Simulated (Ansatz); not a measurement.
CuO: random displacements

Computed with Ansatz, DFT PBEsol, scalar-relativistic, plane waves, PAW. Cutoff 420 eV, Γ-centred 16×16×10 k-points, Gaussian smearing of 0.15 eV. No spin polarisation. Energies are free energies at this smearing, counted from the undisturbed cell; pressure is positive in compression.

The starting cell (relaxed at this level; this form isn't the usual structure):

```
CELL_PARAMETERS angstrom
2.89402 -0.01546 -0.00397
0.02381 2.89393 -0.00395
0.01035 0.01024 5.09239
ATOMIC_POSITIONS crystal
Cu 0.50000 0.00000 0.50000
Cu 0.00000 0.50000 0.00000
O 0.00026 0.99974 0.25000
O 0.99974 0.00026 0.75000
```

The atoms are displaced (Å, in the unstrained cell):

```csv
atom,ux,uy,uz
Cu1,0.037,0.012,-0.006
Cu2,-0.024,-0.004,-0.002
O3,0.009,-0.003,0.014
O4,-0.022,-0.005,-0.006
```

Strain (Voigt, engineering shear): (-0.0026, -0.0118, 0.0014, 0.0021, -0.0160, -0.0032).

(1) What are the energy change, the stress and the forces?

## Answers

(1) ΔE = 7.4 meV/atom; stress (xx, yy, zz, yz, xz, xy; compression positive) (2.30, 2.42, 2.19, -0.20, 1.72, -0.04) GPa.
```
atom Fx (eV/Å) Fy Fz
 Cu1      -0.72  -0.07   0.04
 Cu2       0.10   0.02   0.06
  O3       0.12   0.01  -0.23
  O4       0.50   0.05   0.14
```

Cost: 1 run of about 4.8 core-minutes, on Intel Xeon Processor @ 2.50GHz (Skylake/Cascade Lake) (shared hosts).